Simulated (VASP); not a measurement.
# GaSb (F-43m) in VASP: further runs

Runs on GaSb. Level: r2SCAN. Tasks: single point, relaxation of cell and atoms.

Everything below comes from runs of VASP 6.6.1. Logs are shortened: lines on timing, memory, paths and dates and some standing lists are left out, and cuts for length are marked.

**Measured values to compare with.**

A printed reference work, data compilation reports, for a bulk crystal of GaSb at 4.2 K: band gap 0.811 eV (direct).

The results are compared with them further down.

## (1) The cell of the first run

It takes space group F-43m (No. 216, cubic). The conventional cell has a = 6.132 Å, b = 6.132 Å, c = 6.132 Å, α = 90.00°, β = 90.00°, γ = 90.00°. Ga (site symmetry -43m) has 4 Sb at 2.66 Å within 3.5 Å. Sb (site symmetry -43m) has 4 Ga at 2.66 Å within 3.5 Å.

## (2) Single point, r2SCAN

File POSCAR:

```
GaSb
1.0
    0.0000000000      3.0661484740      3.0661484740
    3.0661484740      0.0000000000      3.0661484740
    3.0661484740      3.0661484740      0.0000000000
Ga Sb
1 1
Direct
    0.0000000000      0.0000000000      0.0000000000
    0.2500000000      0.2500000000      0.2500000000
```

File INCAR.step1:

```
SYSTEM = GaSb
  PREC = Accurate
  ENCUT = 520
  ISMEAR = -5
  SIGMA = 0.02
  LREAL = .False.
  LASPH = .True.
  NELM = 100
  NBANDS = 16
  GGA = PE
  ALGO = Normal
  EDIFF = 1E-4
  LWAVE = .True.
  LCHARG = .False.
```

File INCAR.step2:

```
SYSTEM = GaSb
  PREC = Accurate
  ENCUT = 520
  EDIFF = 1E-6
  ISMEAR = 0
  SIGMA = 0.02
  LREAL = .False.
  LASPH = .True.
  NELM = 100
  ALGO = Normal
  ISIF = 2
  LWAVE = .False.
  LCHARG = .False.
  METAGGA = R2SCAN
  LMIXTAU = .True.
  LORBIT = 10
  NBANDS = 16
  ISTART = 1
```

File KPOINTS:

```
regular mesh
0
Gamma
  10 10 10
  0 0 0
```

Potentials or basis: VASP PAW PBE potentials, release 64 (Ga_d, Sb).

Started as:

```sh
$ cat potpaw_PBE.64/Ga_d/POTCAR potpaw_PBE.64/Sb/POTCAR > POTCAR
$ cp INCAR.step1 INCAR
$ mpirun -np 1 vasp_std > vasp.out
$ cp INCAR.step2 INCAR
$ mpirun -np 1 vasp_std > vasp.out
```

OUTCAR:

```text
SYSTEM = GaSb
   PREC = Accurate
   ENCUT = 520
   EDIFF = 1E-6
   ISMEAR = 0
   LREAL = .False.
   LASPH = .True.
   NELM = 100
   ISIF = 2
   METAGGA = R2SCAN
   LORBIT = 10
   ISTART = 1

 ion  position               nearest neighbor table
   1  0.000  0.000  0.000-   2 2.66   2 2.66   2 2.66   2 2.66
   2  0.250  0.250  0.250-   1 2.66   1 2.66   1 2.66   1 2.66

  LATTYP: Found a face centered cubic cell.
 ALAT       =     6.1322969480

  Lattice vectors:

 A1 = (   0.0000000000,   3.0661484740,   3.0661484740)
 A2 = (   3.0661484740,   0.0000000000,   3.0661484740)
 A3 = (   3.0661484740,   3.0661484740,   0.0000000000)

Analysis of symmetry for initial positions (statically):
=====================================================================
 Subroutine PRICEL returns:
 Original cell was already a primitive cell.

 Routine SETGRP: Setting up the symmetry group for a
 face centered cubic supercell.

 Subroutine GETGRP returns: Found 24 space group operations
 (whereof 24 operations were pure point group operations)
 out of a pool of 48 trial point group operations.

The static configuration has the point symmetry T_d .

Analysis of symmetry for dynamics (positions and initial velocities):
=====================================================================
 Subroutine PRICEL returns:
 Original cell was already a primitive cell.

 Routine SETGRP: Setting up the symmetry group for a
 face centered cubic supercell.

 Subroutine GETGRP returns: Found 24 space group operations
 (whereof 24 operations were pure point group operations)
 out of a pool of 48 trial point group operations.

The dynamic configuration has the point symmetry T_d .

 Subroutine INISYM returns: Found 24 space group operations
 (whereof 24 operations are pure point group operations),
 and found     1 'primitive' translations

----------------------------------------------------------------------------------------

                                     Primitive cell

  volume of cell :      57.6514

  direct lattice vectors                    reciprocal lattice vectors
     0.000000000  3.066148474  3.066148474    -0.163071033  0.163071033  0.163071033
     3.066148474  0.000000000  3.066148474     0.163071033 -0.163071033  0.163071033
     3.066148474  3.066148474  0.000000000     0.163071033  0.163071033 -0.163071033

  length of vectors
     4.336188756  4.336188756  4.336188756     0.282447315  0.282447315  0.282447315

  position of ions in fractional coordinates (direct lattice)
     0.000000000  0.000000000  0.000000000
     0.250000000  0.250000000  0.250000000

  ion indices of the primitive-cell ions
   primitive index   ion index
                 1           1
                 2           2

----------------------------------------------------------------------------------------

 KPOINTS: regular mesh

Automatic generation of k-mesh.
 Grid dimensions read from file:
 generate k-points for:   10   10   10

 Generating k-lattice:

  Cartesian coordinates                     Fractional coordinates (reciprocal lattice)
    -0.016307103  0.016307103  0.016307103     0.100000000  0.000000000  0.000000000
     0.016307103 -0.016307103  0.016307103     0.000000000  0.100000000  0.000000000
     0.016307103  0.016307103 -0.016307103     0.000000000  0.000000000  0.100000000

  Length of vectors
     0.028244731  0.028244731  0.028244731

  Shift w.r.t. Gamma in fractional coordinates (k-lattice)
     0.000000000  0.000000000  0.000000000

 Subroutine IBZKPT returns following result:
 ===========================================

 Found     47 irreducible k-points:

 Following reciprocal coordinates:
            Coordinates               Weight
  0.000000  0.000000  0.000000      1.000000
  0.100000  0.000000  0.000000      8.000000
  0.200000  0.000000  0.000000      8.000000
  0.300000  0.000000  0.000000      8.000000
  0.400000  0.000000  0.000000      8.000000
  0.500000  0.000000  0.000000      4.000000
[... 16 lines left out ...]
  0.300000  0.300000  0.000000      6.000000
  0.400000  0.300000  0.000000     24.000000
 [... further k-points ...]
   k-points           NKPTS =     47   k-points in BZ     NKDIM =     47   number of bands    NBANDS=     16
   number of dos      NEDOS =    301   number of ions     NIONS =      2
   total plane-waves  NPLWV =  32768
   dimension x,y,z NGX =    32 NGY =   32 NGZ =   32
   dimension x,y,z NGXF=    64 NGYF=   64 NGZF=   64
   ions per type =               1   1
   NGX,Y,Z   is equivalent  to a cutoff of  12.27, 12.27, 12.27 a.u.
   NGXF,Y,Z  is equivalent  to a cutoff of  24.54, 24.54, 24.54 a.u.
 SYSTEM =  GaSb
   PREC   = accura    normal or accurate (medium, high low for compatibility)
   ISTART =      1    job   : 0-new  1-cont  2-samecut
   ICHARG =      0    charge: 1-file 2-atom 10-const
   ISPIN  =      1    spin polarized calculation?
   LNONCOLLINEAR =      F non collinear calculations
   LSORBIT =      F    spin-orbit coupling
   LASPH  =      T    aspherical Exc in radial PAW
   ENCUT  =  520.0 eV  38.22 Ry    6.18 a.u.   8.06  8.06  8.06*2*pi/ulx,y,z
   NELM   =    100;   NELMIN=  2; NELMDL=  0     # of ELM steps
   EDIFF  = 0.1E-05   stopping-criterion for ELM
   LREAL  =      F    real-space projection
   EDIFFG = 0.1E-04   stopping-criterion for IOM
   NSW    =      0    number of steps for IOM
   IBRION =     -1    ionic relax: 0-MD 1-quasi-New 2-CG
   NFREE  =      0    steps in history (QN), initial steepest desc. (CG)
   ISIF   =      2    stress and relaxation
   ISYM   =      2    0-nonsym 1-usesym 2-fastsym
   POTIM  = 0.5000    time-step for ionic-motion
   TEBEG  =    0.0;   TEEND  =   0.0 temperature during run
   PSTRESS=    0.0 pullay stress
   NELECT =      18.0000    total number of electrons
   NUPDOWN=      -1.0000    fix difference up-down
   EMIN   =  10.00;   EMAX   =-10.00  energy-range for DOS
   EFERMI =   0.00;   METHOD = LEGACY
   ISMEAR =     0;   SIGMA  =   0.02  broadening in eV -4-tet -1-fermi 0-gaus
   EFERMI_NEDOS =   21; number of points for ismear=-14 and -15
   IALGO  =     38    algorithm
   IMIX   =      4    mixing-type and parameters
     AMIX     =   0.40;   BMIX     =  1.00
     AMIX_MAG =   1.60;   BMIX_MAG =  1.00
  volume/ion in A,a.u.               =      28.83       194.53
  Fermi-wavevector in a.u.,A,eV,Ry     =   1.110612  2.098753 16.782238  1.233460
  Thomas-Fermi vector in A             =   2.247166
   LORBIT       =     10    0 simple, 1 ext, 2 COOP (PROOUT), +10 PAW based schemes
   METAGGA = R2SCAN    functional components
   LHFCALC =     F    Hartree Fock is set to
   AEXX    =    0.0000 exact exchange contribution
   IVDW    =     0    specifies the selected vdW correction
   LEPSILON=     F    determine dielectric tensor
   LRPA    =     F    only Hartree local field effects (RPA)
 non-spin polarized calculation
 Gauss-broadening in eV      SIGMA  =   0.02
  energy-cutoff  :      520.00
  volume of cell :       57.65
 maximum number of plane-waves:      1588
   NGX = 17   NGY = 17   NGZ = 17

 number of electron      17.9999989 magnetization

 Free energy of the ion-electron system (eV)
  ---------------------------------------------------
  ext. energy  EPLUGINS =         0.00000000
  ---------------------------------------------------
  free energy    TOTEN  =       -37.60494136 eV

  energy without entropy =      -37.60494136  energy(sigma->0) =      -37.60494136

 E-fermi :   4.7361     XC(G=0):  -9.6894

 val. band max:        4.6123100735   @ k =   0.0000   0.0000   0.0000
 cond. band min:       5.0085290027   @ k =   0.0000   0.0000   0.0000
 fundamental gap:      0.3962189292
 Fermi energy:         4.7361420284

 k-point     1 :       0.0000    0.0000    0.0000
  band No.  band energies     occupation
      1     -10.8697      2.00000
      2     -10.8697      2.00000
      3     -10.8697      2.00000
      4     -10.8138      2.00000
      5     -10.8138      2.00000
      6      -7.2692      2.00000
[... 8 lines left out ...]
     15      13.6197      0.00000
     16      13.6197      0.00000

 k-point     2 :       0.1000    0.0000    0.0000
  band No.  band energies     occupation
      1     -10.8726      2.00000
      2     -10.8685      2.00000
      3     -10.8684      2.00000
      4     -10.8139      2.00000
      5     -10.8139      2.00000
      6      -7.1615      2.00000
[... 8 lines left out ...]
     15      13.0112      0.00000
     16      13.0112      0.00000

 k-point     3 :       0.2000    0.0000    0.0000
  band No.  band energies     occupation
      1     -10.8800      2.00000
      2     -10.8653      2.00000
      3     -10.8653      2.00000
      4     -10.8141      2.00000
      5     -10.8141      2.00000
      6      -6.8482      2.00000
[... 8 lines left out ...]
     15      12.5806      0.00000
     16      12.5806      0.00000

 k-point     4 :       0.3000    0.0000    0.0000
  band No.  band energies     occupation
      1     -10.8890      2.00000
      2     -10.8617      2.00000
      3     -10.8616      2.00000
      4     -10.8141      2.00000
      5     -10.8141      2.00000
      6      -6.3680      2.00000
[... 8 lines left out ...]
     15      12.9002      0.00000
     16      12.9003      0.00000
[... 324 lines left out ...]
 k-point    22 :      -0.2000    0.2000    0.0000
  band No.  band energies     occupation
      1     -10.8927      2.00000
      2     -10.8602      2.00000
      3     -10.8582      2.00000
      4     -10.8157      2.00000
      5     -10.8137      2.00000
      6      -6.1972      2.00000
[... 8 lines left out ...]
     15      14.0264      0.00000
     16      14.4982      0.00000

 k-point    23 :       0.3000    0.3000    0.0000
  band No.  band energies     occupation
      1     -10.9021      2.00000
      2     -10.8528      2.00000
      3     -10.8527      2.00000
      4     -10.8213      2.00000
      5     -10.8108      2.00000
      6      -6.0310      2.00000
[... 8 lines left out ...]
     15      14.8383      0.00000
     16      15.2470      0.00000

 k-point    24 :       0.4000    0.3000    0.0000
  band No.  band energies     occupation
      1     -10.9075      2.00000
      2     -10.8500      2.00000
      3     -10.8495      2.00000
      4     -10.8225      2.00000
      5     -10.8104      2.00000
      6      -5.5825      2.00000
[... 8 lines left out ...]
     15      15.4663      0.00000
     16      15.6758      0.00000

 [... further k-points ...]

------------------------ aborting loop because EDIFF is reached ----------------------------------------

  FORCE on cell =-STRESS in cart. coord.  units (eV):
  Direction    XX          YY          ZZ          XY          YZ          ZX
  --------------------------------------------------------------------------------------
  -------------------------------------------------------------------------------------
  Total        0.0320989      0.0320989      0.0320989      0.0000000      0.0000000      0.0000000
  in kB        0.8920533      0.8920533      0.8920533      0.0000000      0.0000000      0.0000000
  external PRESSURE =       0.8920533 kB  Pullay stress =       0.0000000 kB

 VOLUME and BASIS-vectors are now :
 -----------------------------------------------------------------------------
  energy-cutoff  :      520.00
  volume of cell :       57.65
      direct lattice vectors                 reciprocal lattice vectors
     0.000000000  3.066148474  3.066148474    -0.163071033  0.163071033  0.163071033
     3.066148474  0.000000000  3.066148474     0.163071033 -0.163071033  0.163071033
     3.066148474  3.066148474  0.000000000     0.163071033  0.163071033 -0.163071033

 POSITION                                       TOTAL-FORCE (eV/Angst)
 -----------------------------------------------------------------------------------
      0.00000      0.00000      0.00000        -0.000000      0.000000     -0.000000
      1.53307      1.53307      1.53307         0.000000     -0.000000      0.000000
 -----------------------------------------------------------------------------------
    total drift:                               -0.000002     -0.000002     -0.000002

  FREE ENERGIE OF THE ION-ELECTRON SYSTEM (eV)
  ---------------------------------------------------
  free  energy   TOTEN  =       -37.6049413579 eV

  energy  without entropy=      -37.6049413579  energy(sigma->0) =      -37.60494136

 total charge

# of ion       s       p       d       tot
------------------------------------------
    1        0.875   0.762   9.964  11.601
    2        1.105   1.353   0.028   2.487
--------------------------------------------------
tot          1.980   2.115   9.992  14.088
```

Run time: 2.6 min. Hardware: 1 thread of AMD EPYC 7R43 (Zen 3), shared host; peak memory 0.18 GiB.

What came out:

| Quantity | Value |
| --- | --- |
| Free energy | -37.6049 eV |
| Pressure | 0.1 GPa |
| Band gap on the k mesh | 0.40 eV, direct |
| Valence electrons inside the program's atomic spheres | Ga 11.60; Sb 2.49 |

Levels at points of the mesh, in eV from the valence-band top:
```
           k point  band 5  band 6  band 7  band 8  band 9  band 10  band 11  band 12  band 13  band 14
(0.00, 0.00, 0.00)  -15.43  -11.88    0.00    0.00    0.00     0.40     2.98     2.98     2.98     6.34
(0.50, 0.00, 0.00)  -15.43  -10.18   -6.54   -1.20   -1.20     0.67     4.01     4.01     6.93     9.93
(0.50, 0.50, 0.00)  -15.42   -9.30   -7.02   -2.67   -2.67     1.13     1.49     9.22     9.22    10.73
```

Caveat: the PAW data sets were made with another functional, which shifts forces and pressure a little; spin-orbit coupling is left out, which moves the levels of the heavy elements.

## (3) Single point, r2SCAN

POSCAR is that of step 2.

File INCAR.step1:

```
PREC = Accurate ; ENCUT = 520
ISMEAR = 0 ; SIGMA = 0.02
LREAL = F ; LASPH = T
NELM = 100 ; NBANDS = 16
GGA = PE ; ALGO = Normal
EDIFF = 1E-4 ; LWAVE = T
LCHARG = F
```

File INCAR.step2:

```
PREC = Accurate ; ENCUT = 520
EDIFF = 1E-6 ; ISMEAR = 0
SIGMA = 0.02 ; LREAL = F
LASPH = T ; NELM = 100
ALGO = Normal ; ISIF = 2
LWAVE = F ; LCHARG = T
METAGGA = R2SCAN ; LMIXTAU = T
LELF = T ; LVHAR = T
NBANDS = 16 ; ISTART = 1
```

File KPOINTS:

```
regular mesh
0
Gamma
  10 10 10
```

Potentials or basis: VASP PAW PBE potentials, release 64 (Ga_d, Sb).

Started as:

```sh
$ cat potpaw_PBE.64/Ga_d/POTCAR potpaw_PBE.64/Sb/POTCAR > POTCAR
$ cp INCAR.step1 INCAR
$ mpirun -np 1 vasp_std > vasp.out
$ cp INCAR.step2 INCAR
$ mpirun -np 1 vasp_std > vasp.out
```

Run time: 3.3 min. Hardware: 1 thread of AMD EPYC 7R43 (Zen 3), shared host; peak memory 0.18 GiB.

Results (log left out):

```
Free energy            : -37.6049 eV
Pressure               : 0.1 GPa
Band gap on the k mesh : 0.40 eV, direct
```

Levels at points of the mesh, in eV from the valence-band top:
```csv
k point,band 5,band 6,band 7,band 8,band 9,band 10,band 11,band 12,band 13,band 14
"(0.00, 0.00, 0.00)",-15.43,-11.88,0.00,0.00,0.00,0.40,2.98,2.98,2.98,6.34
"(0.50, 0.00, 0.00)",-15.43,-10.18,-6.54,-1.20,-1.20,0.67,4.01,4.01,6.93,9.93
"(0.50, 0.50, 0.00)",-15.42,-9.30,-7.02,-2.67,-2.67,1.13,1.49,9.22,9.22,10.73
```

Caveat: the PAW data sets were made with another functional, which shifts forces and pressure a little; spin-orbit coupling is left out, which moves the levels of the heavy elements.

## (4) Relaxation of cell and atoms, r2SCAN

This run uses another cell than the first one, of 28.62 Å³/atom, 0.993 times its volume.

File POSCAR:

```
GaSb
1.0
    0.0000000000      3.0590000000      3.0590000000
    3.0590000000      0.0000000000      3.0590000000
    3.0590000000      3.0590000000      0.0000000000
Ga Sb
1 1
Direct
    0.0000000000      0.0000000000      0.0000000000
    0.2500000000      0.2500000000      0.2500000000
```

File INCAR.step1:

```
PREC = Accurate
ENCUT = 600
ISMEAR = 0
SIGMA = 0.02
LREAL = F
LASPH = T
NELM = 100
GGA = PE
ALGO = Normal
EDIFF = 1E-4
LWAVE = T
LCHARG = F
```

File INCAR.step2:

```
PREC = Accurate
ENCUT = 600
EDIFF = 1E-6
ISMEAR = 0
SIGMA = 0.02
LREAL = F
LASPH = T
NELM = 100
ALGO = Normal
ISIF = 3
LWAVE = F
LCHARG = F
METAGGA = R2SCAN
LMIXTAU = T
IBRION = 2
NSW = 100
EDIFFG = -0.005
ISTART = 1
```

File KPOINTS:

```
Automatic mesh
0
Gamma
  10 10 10
```

Started as:

```sh
$ cat potpaw_PBE.64/Ga_d/POTCAR potpaw_PBE.64/Sb/POTCAR > POTCAR
$ cp INCAR.step1 INCAR
$ mpirun -np 1 vasp_std > vasp.out
$ cp INCAR.step2 INCAR
$ mpirun -np 1 vasp_std > vasp.out
```

It took 12 min on 1 thread of AMD EPYC 7R43 (Zen 3), shared host; peak memory 0.22 GiB.

It converged, with:

| Item | Value |
| --- | --- |
| Free energy | -37.6058 eV |
| Relaxed volume | 28.85 Å³/atom |
| Relaxed cell | a = 4.337 Å, b = 4.337 Å, c = 4.337 Å, α = 60.00°, β = 60.00°, γ = 60.00° |
| Space group after relaxing (to 0.05 Å) | F-43m (No. 216) |
| Energy gained by relaxing | 0.3 meV/atom |
| Ionic steps | 3 |
| Pressure after relaxing | 0.0 GPa |
| Band gap on the k mesh | 0.39 eV, direct |

Step by step:
```csv
step,energy change (eV),largest force (eV/Å),pressure (GPa),volume (Å³)
1,0.0000,0.0000,0.44,57.25
2,-0.0005,0.0000,-0.15,57.90
3,-0.0006,0.0000,0.01,57.70
```

Final structure:
```yaml
crystal:
  lattice:
    - [0.00000, 3.06696, 3.06696]
    - [3.06696, 0.00000, 3.06696]
    - [3.06696, 3.06696, 0.00000]
  atoms:
    - { symbol: Ga, position: [0.00000, 0.00000, 0.00000] }
    - { symbol: Sb, position: [0.25000, 0.25000, 0.25000] }
```

Levels at points of the mesh, in eV from the valence-band top:
```tsv
k point	band 5	band 6	band 7	band 8	band 9	band 10	band 11	band 12	band 13
(0.00, 0.00, 0.00)	-15.43	-11.88	0.00	0.00	0.00	0.39	2.98	2.98	2.98
(0.50, 0.00, 0.00)	-15.43	-10.18	-6.54	-1.20	-1.20	0.67	4.01	4.01	6.93
(0.50, 0.50, 0.00)	-15.42	-9.30	-7.01	-2.67	-2.67	1.13	1.49	9.21	9.21
```

Caveat: the PAW data sets were made with another functional, which shifts forces and pressure a little; spin-orbit coupling is left out, which moves the levels of the heavy elements.

(Continued in part 2 of 2.)
